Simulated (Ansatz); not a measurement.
Planning a run of Ansatz 0.2.0 on Cd4Se3S (ordered model alloy, started on the CdS lattice) (Cc). The input:

```yaml
crystal:
  lattice:
    - [-2.1018699504, -3.6405455451, 6.8637177542]
    - [-2.1006113359, -3.6383655608, -6.8621671382]
    - [4.2057091857, -7.2807747343, 0.000775308]
  atoms:
    - { symbol: Cd, position: [0.828569049, 0.8296627747, 0.8291947964] }
    - { symbol: Cd, position: [0.3475229118, 0.3375881276, 0.8273120604] }
    - { symbol: Cd, position: [0.8221412336, 0.8326987158, 0.3423692483] }
    - { symbol: Cd, position: [0.334646922, 0.334184357, 0.3340388584] }
    - { symbol: Cd, position: [0.9186857805, 0.4182232155, 0.1659611416] }
    - { symbol: Cd, position: [0.4145104819, 0.925067964, 0.1576307517] }
    - { symbol: Cd, position: [0.9077638455, 0.4088575712, 0.6708052036] }
    - { symbol: Cd, position: [0.4248349723, 0.9149001881, 0.6726879396] }
    - { symbol: Se, position: [0.0237471441, 0.6470185595, 0.8307777899] }
    - { symbol: S, position: [0.5223201963, 0.1458961958, 0.8303529487] }
    - { symbol: Se, position: [0.0160571914, 0.6472748144, 0.3359672997] }
    - { symbol: Se, position: [0.5215685002, 0.1422496038, 0.3368407016] }
    - { symbol: Se, position: [0.1084092018, 0.2290903054, 0.1631592984] }
    - { symbol: Se, position: [0.6020244911, 0.7332421141, 0.1640327003] }
    - { symbol: Se, position: [0.104524934, 0.2277963494, 0.6692222101] }
    - { symbol: S, position: [0.602673145, 0.7262491445, 0.6696470513] }
kpoints:
  mp_grid: { grid: [2, 2, 2] }
  band_path:
    path:
      - [0.0, 0.0, 0.0]
      - [0.5, 0.0, 0.0]
      - [0.0, 0.5, 0.0]
      - [0.0, 0.0, 0.5]
      - [0.5, 0.5, 0.5]
    npoints: 1
hamiltonian:
  xc: hse06
  pseudopotentials: { kind: paw, azcp: { folder: soft_1 } }
scf:
  occupations: { method: fixed }
  n_extra_bands: 9
output:
  eigenvalues: true
```

```sh
ansatz run input.yaml --threads 4 --pin off --max-ram 17510MiB --backend cpu --events-out ev --progress --plain --runs-dir out
```

Estimate wall time and host memory on 4 threads of Arm Neoverse V1, shared host.

It took 4.6 min; on shared hardware allow 2.3 min to 9.2 min. Peak host memory was 5.7 GiB. The sizes that set the cost: 8153 plane waves a state, 6 irreducible k points and 17 SCF cycles.

Exact exchange couples every pair of k points and filled bands, so it costs far more than a semilocal run.

[Paths, hosts, dates, memory and timing lines, banners, echoed tables and standing remarks are left out of the program output.]

[Logs are printed without paths, hosts, clocks, repeated set-up lines and the standing remarks that a program may print on its own settings, such as how far it seeks lower states.]

[Runs of the session that timed out or met a known fault of the program may be left out.]

[Cells called generated may have been cut or substituted from an entry of the Crystallography Open Database or the Materials Project.]

[Hosts, paths, dates, database ids (printed as entryN), source tags and the programs' standing remarks are cut or masked in the printed files.]
